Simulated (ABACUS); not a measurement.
Crystal: SnSe2.

```
Sn Se
1.0
     3.81100    0.00000    0.00000
    -1.90550    3.30042    0.00000
     0.00000    0.00000    6.13600
Sn Se
1 2
Cartesian
  0.0000 0.0000 0.0000
  1.9055 1.1001 4.6081
  0.0000 2.2003 1.5279
```

* Program: ABACUS 3.10.1
* Task: relaxation of cell and atoms
* Functional: M06-L
* Potentials or basis: SG15 ONCV 1.2 PBE
* Cutoff: 1374 eV
* Density cutoff: 5497 eV
* Basis: plane waves
* k mesh: 5 × 5 × 3
* Occupations: fermi-dirac, width 0.05 eV
* Spin: no spin polarisation

At the start: pressure 4.7 GPa; volume 25.73 Å³/atom.

**Question.** How do energy, volume and symmetry change on relaxing?

**Answer.** Over 10 steps the energy falls by 25.8 meV/atom and the volume is 27.10 Å³/atom (+5.3 %); space group P-3m1 (No. 164, to 0.05 Å).

The path:
```tsv
step	energy change (eV)	largest force (eV/Å)	pressure (GPa)	volume (Å³)
1	0.0000	0.7582	4.69	77.18
2	-0.0158	0.5092	-3.38	86.24
3	-0.0768	0.0360	-0.10	81.73
4	-0.0769	0.0333	-0.10	81.73
5	-0.0770	0.0259	-0.08	81.63
6	-0.0774	0.0097	-0.03	81.35
7	-0.0775	0.0042	0.01	81.30
8	-0.0775	0.0042	0.06	81.22
9	-0.0775	0.0006	0.01	81.27
10	-0.0775	0.0003	0.00	81.29
```

Final structure:
```cif
data_structure
_symmetry_space_group_name_H-M 'P 1'
_symmetry_Int_Tables_number 1
_cell_length_a 3.8789
_cell_length_b 3.8789
_cell_length_c 6.2387
_cell_angle_alpha 90.000
_cell_angle_beta 90.000
_cell_angle_gamma 120.000
_cell_volume 81.29
loop_
_atom_site_label
_atom_site_type_symbol
_atom_site_fract_x
_atom_site_fract_y
_atom_site_fract_z
_atom_site_occupancy
Sn1 Sn 0.00000 0.00000 0.00000 1
Se1 Se 0.66667 0.33333 0.74639 1
Se2 Se 0.33333 0.66667 0.25361 1
```

Caveat: the potentials were made for another functional, which shifts forces and pressure.
